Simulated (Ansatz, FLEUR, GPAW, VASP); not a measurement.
# Ge: programs and potentials compared

```
Ge
1.0
     0.00000    2.82891    2.82891
     2.82891    0.00000    2.82891
     2.82891    2.82891    0.00000
Ge
2
Direct
  0.75000 0.75000 0.75000
  0.50000 0.50000 0.50000
```

Alike in all runs: task band structure; functional revPBE; k mesh 8 × 8 × 8; occupations fermi-dirac, width 0.05 eV; no spin polarisation; no spin-orbit coupling. Pressure is positive in compression and, in plane waves, holds the error of the finite cutoff, which Ansatz's Pulay term estimates and takes out. Gaps are the smaller of the mesh's and the band path's.

| program and potentials | plane-wave cutoff (eV) | notes | band gap (eV) | pressure (GPa) |
| --- | --- | --- | --- | --- |
| Ansatz, Ansatz PAW | 420 | potentials made for PBE, which Ansatz adapts in part; 14 valence electrons an atom on average; Pulay term of +0.03 GPa included | 0.11 | 4.93 |
| FLEUR, all-electron, FLAPW | - | - | 0.13 | - |
| GPAW, the program's PAW data sets (release 1.2.1) made for this functional | 600 | 4 valence electrons an atom on average | 0.17 | 5.20 |
| Ansatz, all-electron LAPW, scalar-relativistic | - | - | 0.12 | 4.91 |
| VASP, PBE PAW files Ge_d, 520 eV | 520 | potentials made for PBE; 14 valence electrons an atom on average | 0.12 | 4.73 |

The band gap spans 0.11 (Ansatz, Ansatz PAW) to 0.17 eV (GPAW, the program's PAW data sets (release 1.2.1) made for this functional), with all-electron results at 0.12 to 0.13. The pressure spans 4.73 (VASP, PBE PAW files Ge_d, 520 eV) to 5.20 GPa (GPAW, the program's PAW data sets (release 1.2.1) made for this functional), with all-electron results at 4.91. Some sets were made for another functional than the one run, which can shift their rows.

Differences between rows come from potentials, basis sets and numerical settings, since the functional is the same but for its coding. Runs on potential files found faulty are left out.
